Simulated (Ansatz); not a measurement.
Runs of Ansatz 0.2.0 on HfO2. It takes space group Pnma (No. 62, orthorhombic). The conventional cell has a = 5.556 Å, b = 3.334 Å, c = 6.505 Å, α = 90.00°, β = 90.00°, γ = 90.00°. Around Hf (site symmetry m) lie 7 O at 2.14 to 2.27 Å. O (site symmetry m) is surrounded by 4 Hf at 2.14 to 2.17 Å. Around O (site symmetry m) lie 3 Hf at 2.16 to 2.27 Å. Measurements of this composition are mostly on another form, of space group No. 14.

```csv
task,level,U,cell,cutoff (eV),hubbard projectors,double counting,gap on the mesh (eV),pressure (GPa),relaxed volume (Å³/atom)
relaxation of cell and atoms,PBEsol+U,Hf d U = 3.5 eV,relaxed,420,ortho-atomic (the default),fll (the default),3.82,0.0,10.03
single point,PBE,-,as given,300,-,-,3.45,(a),-
relaxation of cell and atoms,r2SCAN+D3(BJ),-,relaxed,500,-,-,3.96,0.0,(c)
relaxation of cell and atoms,PBE+D3(BJ),-,relaxed,420,-,-,3.41,0.0,(b)
```

Alike in all rows: potentials or basis Ansatz PAW; no spin polarisation; k mesh 5 × 8 × 4; smearing fermi-dirac 0.05 eV.

Q: Estimate the missing entries.

A: (a) 2.1; (b) 9.98; (c) 9.82.

Caveats: odd divisions of the mesh miss points on the zone boundary, where band edges often lie, so the gap on the mesh can be too wide; spin-orbit coupling is left out, which moves the levels of the heavy elements; the plane-wave basis is chosen anew once the cell has moved, so the energies of steps on either side of that aren't comparable (some runs); the PAW data sets come from PBE, with cores solved anew for the run's functional, which leaves a small shift of forces and pressure (some runs); the pressure holds a Pulay correction of +32.5 GPa for the finite cutoff (some runs); the cutoff lies under the one recommended for these potentials (some runs); the dispersion damping was fitted for another functional or another form of the correction (some runs).

A k mesh can miss the band edges, and the runs leave out spin-orbit coupling on Hf.
